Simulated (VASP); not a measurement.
# Mo (Im-3m) in VASP: further runs

One crystal, Mo, is run at these levels: PBE, PBEsol, rev-vdW-DF2; tasks: band structure.

Everything below comes from runs of VASP 6.6.1. Logs are shortened: lines on timing, memory, paths and dates and some standing lists are left out, and cuts for length are marked.

### Step 1. The crystal as given

Symmetry: Im-3m, No. 229, cubic system. Conventional cell: a = 3.162 Å, b = 3.162 Å, c = 3.162 Å, α = 90.00°, β = 90.00°, γ = 90.00°. Mo (site symmetry m-3m) has 8 Mo at 2.74 Å as nearest neighbours.

### Step 2. Band structure, PBE

The input, INCAR:

```
  PREC = Accurate
  ENCUT = 520
  EDIFF = 1E-6
  ISMEAR = 1
  SIGMA = 0.1
  LREAL = F
  LASPH = T
  NELM = 80
  ALGO = Fast
  ISIF = 2
  LWAVE = F
  LCHARG = F
  LMAXMIX = 4
  GGA = PE
  NBANDS = 13
  ICORELEVEL = 1
```

The input, KPOINTS:

```
Automatic mesh
0
Gamma
  16 16 16
```

The input, POSCAR:

```
Mo                                      
1.0
   -1.5808923895      1.5808923895      1.5808923895
    1.5808923895     -1.5808923895      1.5808923895
    1.5808923895      1.5808923895     -1.5808923895
  Mo            
     1
Direct
     0.0000000000000000    0.0000000000000000    0.0000000000000000
```

The input, KPOINTS_OPT:

```
explicit points
64
Reciprocal
 0.0000000000  0.0000000000  0.0000000000 1
 0.0555555556 -0.0555555556  0.0555555556 1
 0.1111111111 -0.1111111111  0.1111111111 1
 0.1666666667 -0.1666666667  0.1666666667 1
 0.2222222222 -0.2222222222  0.2222222222 1
 0.2777777778 -0.2777777778  0.2777777778 1
 0.3333333333 -0.3333333333  0.3333333333 1
 0.3888888889 -0.3888888889  0.3888888889 1
 0.4444444444 -0.4444444444  0.4444444444 1
 0.5000000000 -0.5000000000  0.5000000000 1
 0.5000000000 -0.5000000000  0.5000000000 1
 0.4444444444 -0.4444444444  0.5000000000 1
 0.3888888889 -0.3888888889  0.5000000000 1
 0.3333333333 -0.3333333333  0.5000000000 1
 0.2777777778 -0.2777777778  0.5000000000 1
 0.2222222222 -0.2222222222  0.5000000000 1
 0.1666666667 -0.1666666667  0.5000000000 1
 0.1111111111 -0.1111111111  0.5000000000 1
 0.0555555556 -0.0555555556  0.5000000000 1
 0.0000000000  0.0000000000  0.5000000000 1
 0.0000000000  0.0000000000  0.5000000000 1
 0.0000000000  0.0000000000  0.4444444444 1
 0.0000000000  0.0000000000  0.3888888889 1
 0.0000000000  0.0000000000  0.3333333333 1
 0.0000000000  0.0000000000  0.2777777778 1
 0.0000000000  0.0000000000  0.2222222222 1
 0.0000000000  0.0000000000  0.1666666667 1
 0.0000000000  0.0000000000  0.1111111111 1
 0.0000000000  0.0000000000  0.0555555556 1
 0.0000000000  0.0000000000  0.0000000000 1
 0.0000000000  0.0000000000  0.0000000000 1
 0.0277777778  0.0277777778  0.0277777778 1
 0.0555555556  0.0555555556  0.0555555556 1
 0.0833333333  0.0833333333  0.0833333333 1
 0.1111111111  0.1111111111  0.1111111111 1
 0.1388888889  0.1388888889  0.1388888889 1
 0.1666666667  0.1666666667  0.1666666667 1
 0.1944444444  0.1944444444  0.1944444444 1
 0.2222222222  0.2222222222  0.2222222222 1
 0.2500000000  0.2500000000  0.2500000000 1
 0.2500000000  0.2500000000  0.2500000000 1
 0.2777777778  0.1666666667  0.2777777778 1
 0.3055555556  0.0833333333  0.3055555556 1
 0.3333333333  0.0000000000  0.3333333333 1
 0.3611111111 -0.0833333333  0.3611111111 1
 0.3888888889 -0.1666666667  0.3888888889 1
 0.4166666667 -0.2500000000  0.4166666667 1
 0.4444444444 -0.3333333333  0.4444444444 1
 0.4722222222 -0.4166666667  0.4722222222 1
 0.5000000000 -0.5000000000  0.5000000000 1
 0.2500000000  0.2500000000  0.2500000000 1
 0.2222222222  0.2222222222  0.2777777778 1
 0.1944444444  0.1944444444  0.3055555556 1
 0.1666666667  0.1666666667  0.3333333333 1
 0.1388888889  0.1388888889  0.3611111111 1
 0.1111111111  0.1111111111  0.3888888889 1
 0.0833333333  0.0833333333  0.4166666667 1
 0.0555555556  0.0555555556  0.4444444444 1
 0.0277777778  0.0277777778  0.4722222222 1
 0.0000000000  0.0000000000  0.5000000000 1
 0.0000000000  0.0000000000  0.0000000000 1
 0.5000000000 -0.5000000000  0.5000000000 1
 0.2500000000  0.2500000000  0.2500000000 1
 0.0000000000  0.0000000000  0.5000000000 1
```

Potentials or basis: VASP PAW PBE potentials, release 64 (Mo_sv).

On the command line:

```sh
$ cat potpaw_PBE.64/Mo_sv/POTCAR > POTCAR
$ mpirun -np 1 vasp_std > vasp.out
```

OUTCAR:

```text
PREC = Accurate
   ENCUT = 520
   EDIFF = 1E-6
   ISMEAR = 1
   LREAL = F
   LASPH = T
   NELM = 80
   ISIF = 2
   GGA = PE

 ion  position               nearest neighbor table
   1  0.000  0.000  0.000-

  LATTYP: Found a body centered cubic cell.
 ALAT       =     3.1617847790

  Lattice vectors:

 A1 = (  -1.5808923895,   1.5808923895,   1.5808923895)
 A2 = (   1.5808923895,  -1.5808923895,   1.5808923895)
 A3 = (   1.5808923895,   1.5808923895,  -1.5808923895)

Analysis of symmetry for initial positions (statically):
=====================================================================
 Subroutine PRICEL returns:
 Original cell was already a primitive cell.

 Routine SETGRP: Setting up the symmetry group for a
 body centered cubic supercell.

 Subroutine GETGRP returns: Found 48 space group operations
 (whereof 48 operations were pure point group operations)
 out of a pool of 48 trial point group operations.

The static configuration has the point symmetry O_h .

Analysis of symmetry for dynamics (positions and initial velocities):
=====================================================================
 Subroutine PRICEL returns:
 Original cell was already a primitive cell.

 Routine SETGRP: Setting up the symmetry group for a
 body centered cubic supercell.

 Subroutine GETGRP returns: Found 48 space group operations
 (whereof 48 operations were pure point group operations)
 out of a pool of 48 trial point group operations.

The dynamic configuration has the point symmetry O_h .

 Subroutine INISYM returns: Found 48 space group operations
 (whereof 48 operations are pure point group operations),
 and found     1 'primitive' translations

----------------------------------------------------------------------------------------

                                     Primitive cell

  volume of cell :      15.8040

  direct lattice vectors                    reciprocal lattice vectors
    -1.580892389  1.580892389  1.580892389     0.000000000  0.316277062  0.316277062
     1.580892389 -1.580892389  1.580892389     0.316277062  0.000000000  0.316277062
     1.580892389  1.580892389 -1.580892389     0.316277062  0.316277062  0.000000000

  length of vectors
     2.738185940  2.738185940  2.738185940     0.447283310  0.447283310  0.447283310

  position of ions in fractional coordinates (direct lattice)
     0.000000000  0.000000000  0.000000000

  ion indices of the primitive-cell ions
   primitive index   ion index
                 1           1

----------------------------------------------------------------------------------------

 KPOINTS: Automatic mesh

Automatic generation of k-mesh.
 Grid dimensions read from file:
 generate k-points for:   16   16   16

 Generating k-lattice:

  Cartesian coordinates                     Fractional coordinates (reciprocal lattice)
     0.000000000  0.019767316  0.019767316     0.062500000  0.000000000  0.000000000
     0.019767316  0.000000000  0.019767316     0.000000000  0.062500000  0.000000000
     0.019767316  0.019767316  0.000000000     0.000000000  0.000000000  0.062500000

  Length of vectors
     0.027955207  0.027955207  0.027955207

  Shift w.r.t. Gamma in fractional coordinates (k-lattice)
     0.000000000  0.000000000  0.000000000

 Subroutine IBZKPT returns following result:
 ===========================================

 Found    145 irreducible k-points:

 Following reciprocal coordinates:
            Coordinates               Weight
  0.000000  0.000000  0.000000      1.000000
  0.062500  0.000000  0.000000     12.000000
  0.125000  0.000000  0.000000     12.000000
  0.187500  0.000000  0.000000     12.000000
  0.250000  0.000000  0.000000     12.000000
  0.312500  0.000000  0.000000     12.000000
[... 16 lines left out ...]
  0.187500  0.187500  0.000000     24.000000
  0.250000  0.187500 -0.000000     48.000000
 [... further k-points ...]
   k-points           NKPTS =    145   k-points in BZ     NKDIM =    145   number of bands    NBANDS=     13
   number of dos      NEDOS =    301   number of ions     NIONS =      1
   total plane-waves  NPLWV =   8000
   dimension x,y,z NGX =    20 NGY =   20 NGZ =   20
   dimension x,y,z NGXF=    40 NGYF=   40 NGZF=   40
   ions per type =               1
   NGX,Y,Z   is equivalent  to a cutoff of  12.14, 12.14, 12.14 a.u.
   NGXF,Y,Z  is equivalent  to a cutoff of  24.29, 24.29, 24.29 a.u.
 SYSTEM =  unknown system
   PREC   = accura    normal or accurate (medium, high low for compatibility)
   ISTART =      0    job   : 0-new  1-cont  2-samecut
   ICHARG =      2    charge: 1-file 2-atom 10-const
   ISPIN  =      1    spin polarized calculation?
   LNONCOLLINEAR =      F non collinear calculations
   LSORBIT =      F    spin-orbit coupling
   LASPH  =      T    aspherical Exc in radial PAW
   ENCUT  =  520.0 eV  38.22 Ry    6.18 a.u.   5.09  5.09  5.09*2*pi/ulx,y,z
   NELM   =     80;   NELMIN=  2; NELMDL= -5     # of ELM steps
   EDIFF  = 0.1E-05   stopping-criterion for ELM
   LREAL  =      F    real-space projection
   EDIFFG = 0.1E-04   stopping-criterion for IOM
   NSW    =      0    number of steps for IOM
   IBRION =     -1    ionic relax: 0-MD 1-quasi-New 2-CG
   NFREE  =      0    steps in history (QN), initial steepest desc. (CG)
   ISIF   =      2    stress and relaxation
   ISYM   =      2    0-nonsym 1-usesym 2-fastsym
   POTIM  = 0.5000    time-step for ionic-motion
   TEBEG  =    0.0;   TEEND  =   0.0 temperature during run
   PSTRESS=    0.0 pullay stress
   NELECT =      14.0000    total number of electrons
   NUPDOWN=      -1.0000    fix difference up-down
   EMIN   =  10.00;   EMAX   =-10.00  energy-range for DOS
   EFERMI =   0.00;   METHOD = LEGACY
   ISMEAR =     1;   SIGMA  =   0.10  broadening in eV -4-tet -1-fermi 0-gaus
   EFERMI_NEDOS =   21; number of points for ismear=-14 and -15
   IALGO  =     68    algorithm
   IMIX   =      4    mixing-type and parameters
     AMIX     =   0.40;   BMIX     =  1.00
     AMIX_MAG =   1.60;   BMIX_MAG =  1.00
  volume/ion in A,a.u.               =      15.80       106.65
  Fermi-wavevector in a.u.,A,eV,Ry     =   1.572275  2.971169 33.634268  2.472049
  Thomas-Fermi vector in A             =   2.673734
   LORBIT       =      0    0 simple, 1 ext, 2 COOP (PROOUT), +10 PAW based schemes
   GGA     = PE    functional components
   LHFCALC =     F    Hartree Fock is set to
   AEXX    =    0.0000 exact exchange contribution
   IVDW    =     0    specifies the selected vdW correction
   LEPSILON=     F    determine dielectric tensor
   LRPA    =     F    only Hartree local field effects (RPA)
 non-spin polarized calculation
 RMM-DIIS sequential band-by-band and
 Methfessel and Paxton  Order N= 1 SIGMA  =   0.10
  energy-cutoff  :      520.00
  volume of cell :       15.80
 maximum number of plane-waves:       438
   NGX = 11   NGY = 11   NGZ = 11

 number of electron      14.0000004 magnetization

 Free energy of the ion-electron system (eV)
  ---------------------------------------------------
  ext. energy  EPLUGINS =         0.00000000
  ---------------------------------------------------
  free energy    TOTEN  =       -10.94025824 eV

  energy without entropy =      -10.94086998  energy(sigma->0) =      -10.94046215

 the core state eigenenergies are
   1-  1s -19803.5717  2s  -2783.7571  2p  -2486.7573  3s   -460.9802  3p   -363.6874
       3d   -205.5089

 E-fermi :  12.4219     XC(G=0): -13.3274

 val. band max:       12.4080133765   @ k =  -0.1875   0.1875   0.0625
 cond. band min:      12.4675017387   @ k =   0.1875   0.0000   0.0000
 fundamental gap:      0.0594883622
 Fermi energy:        12.4219000168

 k-point     1 :       0.0000    0.0000    0.0000
  band No.  band energies     occupation
      1     -48.8538      2.00000
      2     -22.1453      2.00000
      3     -22.1453      2.00000
      4     -22.1453      2.00000
      5       5.2184      2.00000
      6      11.0797      2.00000
      7      11.0797      2.00000
      8      11.0797      2.00000
      9      14.0643     -0.00000
     10      14.0643     -0.00000
     11      27.2327      0.00000
     12      27.2327      0.00000
     13      27.2327      0.00000

 k-point     2 :       0.0625    0.0000    0.0000
  band No.  band energies     occupation
      1     -48.8443      2.00000
      2     -22.2003      2.00000
      3     -22.1623      2.00000
      4     -22.1456      2.00000
      5       5.3895      2.00000
      6      10.9836      2.00000
      7      11.0639      2.00000
      8      11.2396      2.00000
      9      13.9233     -0.00000
     10      14.0669     -0.00000
     11      27.3597      0.00000
     12      27.5206      0.00000
     13      27.5648      0.00000

 k-point     3 :       0.1250    0.0000    0.0000
  band No.  band energies     occupation
      1     -48.8173      2.00000
      2     -22.3554      2.00000
      3     -22.2105      2.00000
      4     -22.1468      2.00000
      5       5.8710      2.00000
      6      10.7217      2.00000
      7      10.9906      2.00000
      8      11.7108      2.00000
      9      13.6383     -0.00000
     10      14.0826     -0.00000
     11      27.6371      0.00000
     12      28.3391      0.00000
     13      28.3541      0.00000
[... 209 lines left out ...]
 k-point    17 :       0.1250    0.1250    0.0000
  band No.  band energies     occupation
      1     -48.7546      2.00000
      2     -22.6901      2.00000
      3     -22.2886      2.00000
      4     -22.1962      2.00000
      5       6.9542      2.00000
      6      10.3651      2.00000
      7      10.4357      2.00000
      8      13.0841     -0.00000
      9      13.2260     -0.00000
     10      14.3491     -0.00000
     11      28.3268      0.00000
     12      28.6306      0.00000
     13      29.6470      0.00000

 k-point    18 :       0.1875    0.1250   -0.0000
  band No.  band energies     occupation
      1     -48.7099      2.00000
      2     -22.9060      2.00000
      3     -22.3775      2.00000
      4     -22.2113      2.00000
      5       7.5994      2.00000
      6      10.0034      2.00000
      7      10.3377      2.00000
      8      13.2314     -0.00000
      9      14.1719     -0.00000
     10      14.5487      0.00000
     11      27.6089      0.00000
     12      28.3299      0.00000
     13      30.5846      0.00000

 k-point    19 :       0.2500    0.1250    0.0000

------------------------ aborting loop because EDIFF is reached ----------------------------------------

  FORCE on cell =-STRESS in cart. coord.  units (eV):
  Direction    XX          YY          ZZ          XY          YZ          ZX
  --------------------------------------------------------------------------------------
  -------------------------------------------------------------------------------------
  Total        0.0093826      0.0093826      0.0093826      0.0000000      0.0000000     -0.0000000
  in kB        0.9511847      0.9511847      0.9511847      0.0000000      0.0000000     -0.0000000
  external PRESSURE =       0.9511847 kB  Pullay stress =       0.0000000 kB

 VOLUME and BASIS-vectors are now :
 -----------------------------------------------------------------------------
  energy-cutoff  :      520.00
  volume of cell :       15.80
      direct lattice vectors                 reciprocal lattice vectors
    -1.580892389  1.580892389  1.580892389     0.000000000  0.316277062  0.316277062
     1.580892389 -1.580892389  1.580892389     0.316277062  0.000000000  0.316277062
     1.580892389  1.580892389 -1.580892389     0.316277062  0.316277062  0.000000000

 POSITION                                       TOTAL-FORCE (eV/Angst)
 -----------------------------------------------------------------------------------
      0.00000      0.00000      0.00000        -0.000000     -0.000000      0.000000
 -----------------------------------------------------------------------------------
    total drift:                                0.000000     -0.000000      0.000000

  FREE ENERGIE OF THE ION-ELECTRON SYSTEM (eV)
  ---------------------------------------------------
  free  energy   TOTEN  =       -10.9402582370 eV

  energy  without entropy=      -10.9408699826  energy(sigma->0) =      -10.94046215
```

Run time: 15 s. Hardware: 1 thread of Intel Xeon Platinum 8375C at 2.90GHz (Ice Lake), shared host; peak memory 0.16 GiB.

Results:

```
Free energy             : -10.9403 eV
Pressure                : 0.1 GPa
Band gap along the path : none (metal or under the smearing width)
```

Levels at the corners of the path, in eV from the Fermi level:
```tsv
point	band 3	band 4	band 5	band 6	band 7	band 8	band 9	band 10	band 11	band 12
Γ	-34.57	-34.57	-7.20	-1.34	-1.34	-1.34	1.64	1.64	14.81	14.81
H	-35.50	-35.50	-5.36	-5.36	3.92	3.92	3.92	8.98	8.98	8.98
H	-35.50	-35.50	-5.36	-5.36	3.92	3.92	3.92	8.98	8.98	8.98
N	-35.00	-34.58	-5.26	-3.35	1.58	1.66	2.29	4.67	11.48	11.93
N	-35.00	-34.58	-5.26	-3.35	1.58	1.66	2.29	4.67	11.48	11.93
Γ	-34.57	-34.57	-7.20	-1.34	-1.34	-1.34	1.64	1.64	14.81	14.81
Γ	-34.57	-34.57	-7.20	-1.34	-1.34	-1.34	1.64	1.64	14.81	14.81
P	-35.25	-35.25	-2.60	-2.60	-2.60	2.41	2.41	9.49	11.44	11.44
P	-35.25	-35.25	-2.60	-2.60	-2.60	2.41	2.41	9.49	11.44	11.44
H	-35.50	-35.50	-5.36	-5.36	3.92	3.92	3.92	8.98	8.98	8.98
P	-35.25	-35.25	-2.60	-2.60	-2.60	2.41	2.41	9.49	11.44	11.44
N	-35.00	-34.58	-5.26	-3.35	1.58	1.66	2.29	4.67	11.48	11.93
```

Core levels (eV, on the scale of the bands):
| atom | levels |
| --- | --- |
| 1 Mo | 1s -19803.6, 2s -2783.8, 2p -2486.8, 3s -461.0, 3p -363.7, 3d -205.5 |

(Part 1 of 2 ends here.)
